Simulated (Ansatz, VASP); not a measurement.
**TiCo in VASP and in Ansatz**

INCAR

```
SYSTEM = TiCo
PREC = Accurate
ENCUT = 520
EDIFF = 1E-6
ISMEAR = 0
SIGMA = 0.15
LREAL = .FALSE.
LASPH = .TRUE.
NELM = 150
ALGO = Normal
ISIF = 2
LWAVE = .FALSE.
LCHARG = .FALSE.
ISPIN = 2
MAGMOM = 0 0.4
LORBIT = 11
LMAXMIX = 4
GGA = PS
NBANDS = 22
```

File KPOINTS:

```
regular mesh
0
G
  16 16 16
  0 0 0
```

Contents of POSCAR:

```
TiCo
1.0
    2.9861109900      0.0000000000      0.0000000000
    0.0000000000      2.9861109900      0.0000000000
    0.0000000000      0.0000000000      3.0458332098
Ti Co
1 1
Direct
    0.0000000000      0.0000000000      0.0000000000
    0.5000000000      0.5000000000      0.5000000000
```

Input for Ansatz:

```yaml
crystal:
  lattice:
    - [2.98611099, 0.0, 0.0]
    - [0.0, 2.98611099, 0.0]
    - [0.0, 0.0, 3.0458332098]
  atoms:
    - { symbol: Ti, position: [0.0, 0.0, 0.0] }
    - { symbol: Co, position: [0.5, 0.5, 0.5], spin: 0.4 }
basis:
  ecutwfc: 420
kpoints:
  mp_grid: { grid: [16, 16, 16] }
hamiltonian:
  xc: pbesol
scf:
  occupations: { method: gaussian, width: 0.15 }
output:
  forces: true
  stress: true
  eigenvalues: true
  populations: true
magnetization:
  spin_polarized: true
```

Change from the starting cell: strain +0.0200 x Voigt [0, 0, 1, 0, 0, 0], atoms carried along.

Alike in both runs: task single point; functional PBEsol; k mesh 16 × 16 × 16; occupations gaussian, width 0.15 eV; collinear spin.

|  | VASP | Ansatz |
| --- | --- | --- |
| version | VASP 6.6.1 | Ansatz 0.2.0 |
| potentials or method | VASP PAW PBE potentials, release 64 (Ti_sv, Co) | scalar-relativistic, plane waves, PAW |
| plane-wave cutoff (eV) | 520 | 420 |
| valence electrons in the cell | 21 | 29 |

Ansatz gave:

```
gap on the k mesh at the Fermi level (eV)                     : none
pressure (GPa)                                                : -10.5
largest component of the traceless stress (GPa)               : 1.51
net moment per atom (μB)                                      : 0.41
size of the moment on the site where the two differ most (μB) : 0.92
```

**Question.** What did VASP give for the same quantities?

**Answer.** gap on the k mesh at the Fermi level (eV): none; pressure (GPa): -12.4; largest component of the traceless stress (GPa): 0.56; net moment per atom (μB): 0.00; size of the moment on the site where the two differ most (μB): 0.00.

The net moments differ so much that the two runs ended in different magnetic states, which moves the other rows too. Site moments also hang on the region over which each program counts them. A gap of «none» marks a metal or a gap that the smearing closes. The two sets of potentials don't hold the same shells in valence.

Caveats: the PAW data sets were made with another functional, which shifts forces and pressure a little (VASP).
